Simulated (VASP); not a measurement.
# Cu (Fm-3m) in VASP: notebook

Runs on Cu. Level: PBEsol. Tasks: relaxation of cell and atoms.

Program: VASP 6.6.1. These are calculated values, not measurements. Logs are shortened: lines on timing, memory, paths and dates and some standing lists are left out, and cuts for length are marked.

**1. The crystal as given**

It takes space group Fm-3m (No. 225, cubic). The conventional cell has a = 3.615 Å, b = 3.615 Å, c = 3.615 Å, α = 90.00°, β = 90.00°, γ = 90.00°. Cu (site symmetry m-3m) has 12 Cu at 2.56 Å as nearest neighbours.

**2. Relaxation of cell and atoms, PBEsol**

Contents of INCAR:

```
SYSTEM = Cu
PREC     = Accurate       ! precision mode
ENCUT    = 520            ! plane-wave cutoff, eV
EDIFF    = 1E-7           ! SCF threshold, eV
ISMEAR   = 0              ! smearing method
SIGMA    = 0.1            ! smearing width, eV
LREAL    = .FALSE.        ! projectors in reciprocal space
LASPH    = .TRUE.         ! aspherical terms in the spheres
NELM     = 100            ! most SCF steps
ALGO     = Normal         ! electronic algorithm
ISIF     = 3              ! what is computed and relaxed
LWAVE    = .FALSE.        ! write WAVECAR
LCHARG   = .FALSE.        ! write CHGCAR
GGA      = PS             ! functional
IBRION   = 2              ! ionic algorithm
NSW      = 80             ! ionic steps
EDIFFG   = -0.002         ! ionic threshold
KPAR     = 4
```

Contents of KPOINTS:

```
Automatic mesh
0
G
  20 20 20
  0 0 0
```

Contents of POSCAR:

```
Cu
1.0
    0.0000000000      1.8075000000      1.8075000000
    1.8075000000      0.0000000000      1.8075000000
    1.8075000000      1.8075000000      0.0000000000
Cu
1
Direct
    0.0000000000      0.0000000000      0.0000000000
```

Potentials or basis: VASP PAW PBE potentials, release 64 (Cu).

Run with:

```sh
$ cat potpaw_PBE.64/Cu/POTCAR > POTCAR
$ mpirun -np 4 vasp_std > vasp.out
```

OUTCAR:

```text
SYSTEM = Cu
   PREC = Accurate
   ENCUT = 520
   EDIFF = 1E-7
   ISMEAR = 0
   LREAL = .FALSE.
   LASPH = .TRUE.
   NELM = 100
   ISIF = 3
   GGA = PS
   IBRION = 2
   NSW = 80
   EDIFFG = -0.002

 ion  position               nearest neighbor table
   1  0.000  0.000  0.000-

  LATTYP: Found a face centered cubic cell.
 ALAT       =     3.6150000000

  Lattice vectors:

 A1 = (   0.0000000000,   1.8075000000,   1.8075000000)
 A2 = (   1.8075000000,   0.0000000000,   1.8075000000)
 A3 = (   1.8075000000,   1.8075000000,   0.0000000000)

Analysis of symmetry for initial positions (statically):
=====================================================================
 Subroutine PRICEL returns:
 Original cell was already a primitive cell.

 Routine SETGRP: Setting up the symmetry group for a
 face centered cubic supercell.

 Subroutine GETGRP returns: Found 48 space group operations
 (whereof 48 operations were pure point group operations)
 out of a pool of 48 trial point group operations.

The static configuration has the point symmetry O_h .

Analysis of symmetry for dynamics (positions and initial velocities):
=====================================================================
 Subroutine PRICEL returns:
 Original cell was already a primitive cell.

 Routine SETGRP: Setting up the symmetry group for a
 face centered cubic supercell.

 Subroutine GETGRP returns: Found 48 space group operations
 (whereof 48 operations were pure point group operations)
 out of a pool of 48 trial point group operations.

The dynamic configuration has the point symmetry O_h .

 Subroutine INISYM returns: Found 48 space group operations
 (whereof 48 operations are pure point group operations),
 and found     1 'primitive' translations

----------------------------------------------------------------------------------------

                                     Primitive cell

  volume of cell :      11.8104

  direct lattice vectors                    reciprocal lattice vectors
     0.000000000  1.807500000  1.807500000    -0.276625173  0.276625173  0.276625173
     1.807500000  0.000000000  1.807500000     0.276625173 -0.276625173  0.276625173
     1.807500000  1.807500000  0.000000000     0.276625173  0.276625173 -0.276625173

  length of vectors
[... 90 lines left out ...]
   PSTRESS=    0.0 pullay stress
   NELECT =      11.0000    total number of electrons
   NUPDOWN=      -1.0000    fix difference up-down
   EMIN   =  10.00;   EMAX   =-10.00  energy-range for DOS
   EFERMI =   0.00;   METHOD = LEGACY
   ISMEAR =     0;   SIGMA  =   0.10  broadening in eV -4-tet -1-fermi 0-gaus
   EFERMI_NEDOS =   21; number of points for ismear=-14 and -15
   IALGO  =     38    algorithm
   IMIX   =      4    mixing-type and parameters
     AMIX     =   0.40;   BMIX     =  1.00
     AMIX_MAG =   1.60;   BMIX_MAG =  1.00
  volume/ion in A,a.u.               =      11.81        79.70
  Fermi-wavevector in a.u.,A,eV,Ry     =   1.598763  3.021224 34.777078  2.556043
  Thomas-Fermi vector in A             =   2.696162
   LORBIT       =      0    0 simple, 1 ext, 2 COOP (PROOUT), +10 PAW based schemes
   GGA     = PS    functional components
   LHFCALC =     F    Hartree Fock is set to
   AEXX    =    0.0000 exact exchange contribution
   IVDW    =     0    specifies the selected vdW correction
   LEPSILON=     F    determine dielectric tensor
   LRPA    =     F    only Hartree local field effects (RPA)
 conjugate gradient relaxation of ions
 non-spin polarized calculation
 Gauss-broadening in eV      SIGMA  =   0.10
  energy-cutoff  :      520.00
  volume of cell :       11.81
 maximum number of plane-waves:       332
   NGX =  9   NGY =  9   NGZ =  9

--------------------------------------- Ionic step        1  -------------------------------------------

 number of electron      11.0000001 magnetization

 Free energy of the ion-electron system (eV)
  ---------------------------------------------------
  ext. energy  EPLUGINS =         0.00000000
  ---------------------------------------------------
  free energy    TOTEN  =        -4.30193442 eV

  energy without entropy =       -4.30060204  energy(sigma->0) =       -4.30126823

------------------------ aborting loop because EDIFF is reached ----------------------------------------

  FORCE on cell =-STRESS in cart. coord.  units (eV):
  Direction    XX          YY          ZZ          XY          YZ          ZX
  --------------------------------------------------------------------------------------
  -------------------------------------------------------------------------------------
  Total       -0.4269171     -0.4269171     -0.4269171      0.0000000      0.0000000     -0.0000000
  in kB      -57.9147517    -57.9147517    -57.9147517      0.0000000      0.0000000     -0.0000000
  external PRESSURE =     -57.9147517 kB  Pullay stress =       0.0000000 kB
[... 57 lines left out ...]
--------------------------------------- Ionic step        3  -------------------------------------------

 number of electron      11.0000013 magnetization

 Free energy of the ion-electron system (eV)
  ---------------------------------------------------
  ext. energy  EPLUGINS =         0.00000000
  ---------------------------------------------------
  free energy    TOTEN  =        -4.31031848 eV

  energy without entropy =       -4.30902621  energy(sigma->0) =       -4.30967235

 E-fermi :   7.8489     XC(G=0): -13.1334

 val. band max:        7.7952761604   @ k =   0.4500   0.3000   0.0000
 cond. band min:       7.8521404113   @ k =   0.5000   0.2500   0.1000
 fundamental gap:      0.0568642509
 Fermi energy:         7.8489143081

 k-point     1 :       0.0000    0.0000    0.0000
  band No.  band energies     occupation
      1      -1.8019      2.00000
      2       4.7386      2.00000
      3       4.7386      2.00000
      4       4.7386      2.00000
      5       5.6218      2.00000
      6       5.6218      2.00000
      7      30.7739      0.00000
      8      33.6886      0.00000
      9      33.6886      0.00000
[... 265 lines left out ...]
 k-point    24 :      -0.3500    0.0500    0.0000
  band No.  band energies     occupation
      1       2.1002      2.00000
      2       4.7681      2.00000
      3       4.8111      2.00000
      4       4.9171      2.00000
      5       5.9537      2.00000
      6       6.2471      2.00000
      7      15.3687      0.00000
      8      28.0830      0.00000
      9      30.4670      0.00000

 [... further k-points ...]
[... 5 lines left out ...]
  --------------------------------------------------------------------------------------
  -------------------------------------------------------------------------------------
  Total       -0.0000244     -0.0000244     -0.0000244      0.0000000     -0.0000000      0.0000000
  in kB       -0.0034354     -0.0034354     -0.0034354      0.0000000     -0.0000000      0.0000000
  external PRESSURE =      -0.0034354 kB  Pullay stress =       0.0000000 kB
[... 16 lines left out ...]
  FREE ENERGIE OF THE ION-ELECTRON SYSTEM (eV)
  ---------------------------------------------------
  free  energy   TOTEN  =        -4.3103184792 eV

  energy  without entropy=       -4.3090262147  energy(sigma->0) =       -4.30967235

 reached required accuracy - stopping structural energy minimisation
```

OSZICAR:

```text
N       E                     dE             d eps       ncg     rms          rms(c)
DAV:   1     0.349903775123E+02    0.34990E+02   -0.57288E+03  4736   0.204E+03
[... 24 lines left out ...]
DAV:   1    -0.444393917384E+01   -0.13709E+00   -0.26670E+00  4828   0.437E+01    0.297E+00
DAV:   2    -0.435005585396E+01    0.93883E-01   -0.18621E+00  4823   0.313E+01    0.110E+00
DAV:   3    -0.431419518605E+01    0.35861E-01   -0.28799E-01  4784   0.127E+01    0.444E-01
DAV:   4    -0.431033889696E+01    0.38563E-02   -0.72269E-03  6733   0.128E+00    0.454E-02
DAV:   5    -0.431031968010E+01    0.19217E-04   -0.17900E-04  5126   0.306E-01    0.140E-02
DAV:   6    -0.431031838389E+01    0.12962E-05   -0.63362E-06  6543   0.450E-02    0.820E-04
DAV:   7    -0.431031847920E+01   -0.95311E-07   -0.74797E-08  2949   0.583E-03
   3 F= -.43103185E+01 E0= -.43096723E+01  d E =-.838406E-02
```

Wall time 14 s (4 MPI ranks of Intel Xeon Platinum 8488C (Sapphire Rapids), shared host); peak memory 0.15 GiB.

What came out:

- Free energy: -4.3103 eV
- Relaxed volume: 11.37 Å³/atom
- Relaxed cell: a = 2.524 Å, b = 2.524 Å, c = 2.524 Å, α = 60.00°, β = 60.00°, γ = 60.00°
- Space group after relaxing (to 0.05 Å): Fm-3m (No. 225)
- Energy gained by relaxing: 8.4 meV/atom
- Ionic steps: 3
- Pressure after relaxing: 0.0 GPa
- Band gap on the k mesh: none (metal or under the smearing width)

The path:
| step | energy change (eV) | largest force (eV/Å) | pressure (GPa) | volume (Å³) |
| --- | --- | --- | --- | --- |
| 1 | 0.0000 | 0.0000 | -5.79 | 11.81 |
| 2 | -0.0049 | 0.0000 | 4.22 | 11.10 |
| 3 | -0.0084 | 0.0000 | 0.00 | 11.37 |

Final structure:
```xyz
1
Lattice="0.0000 1.7845 1.7845 1.7845 0.0000 1.7845 1.7845 1.7845 0.0000" Properties=species:S:1:pos:R:3 pbc="T T T"
Cu    0.0000    0.0000    0.0000
```

Caveat: the PAW data sets were made with another functional, which shifts forces and pressure a little.

**3. Relaxation of cell and atoms, PBEsol**

This run uses another cell than the first one, of 11.37 Å³/atom, 0.962 times its volume.

INCAR is that of step 2.

KPOINTS is that of step 2.

Contents of POSCAR:

```
Cu                                      
1.0
    0.0000000000      1.7845047539      1.7845047539
    1.7845047539     -0.0000000000      1.7845047539
    1.7845047539      1.7845047539     -0.0000000000
  Cu            
     1
Direct
     0.0000000000000000    0.0000000000000000    0.0000000000000000
```

Potentials or basis: VASP PAW PBE potentials, release 64 (Cu).

Run with:

```sh
$ cat potpaw_PBE.64/Cu/POTCAR > POTCAR
$ mpirun -np 4 vasp_std > vasp.out
```

Wall time 13 s (4 MPI ranks of Intel Xeon Platinum 8488C (Sapphire Rapids), shared host); peak memory 0.15 GiB.

It converged, with:

- Free energy: -4.3101 eV
- Relaxed volume: 11.36 Å³/atom
- Relaxed cell: a = 2.523 Å, b = 2.523 Å, c = 2.523 Å, α = 60.00°, β = 60.00°, γ = 60.00°
- Space group after relaxing (to 0.05 Å): Fm-3m (No. 225)
- Energy gained by relaxing: 0.0 meV/atom
- Ionic steps: 3
- Pressure after relaxing: 0.0 GPa
- Band gap on the k mesh: none (metal or under the smearing width)

Final structure:
```
CELL_PARAMETERS angstrom
0.00000 1.78428 1.78428
1.78428 0.00000 1.78428
1.78428 1.78428 0.00000
ATOMIC_POSITIONS crystal
Cu 0.00000 0.00000 0.00000
```

Levels at points of the mesh, in eV from the Fermi level:
| k point | band 2 | band 3 | band 4 | band 5 | band 6 | band 7 | band 8 | band 9 |
| --- | --- | --- | --- | --- | --- | --- | --- | --- |
| (0.00, 0.00, 0.00) | -3.11 | -3.11 | -3.11 | -2.23 | -2.23 | 22.93 | 25.85 | 25.85 |
| (0.50, 0.00, 0.00) | -3.14 | -3.14 | -1.63 | -1.63 | -1.12 | 3.97 | 21.40 | 22.66 |
| (0.50, 0.50, 0.00) | -4.60 | -1.64 | -1.48 | -1.48 | 1.46 | 7.41 | 13.37 | 13.37 |

Caveat: the PAW data sets were made with another functional, which shifts forces and pressure a little.
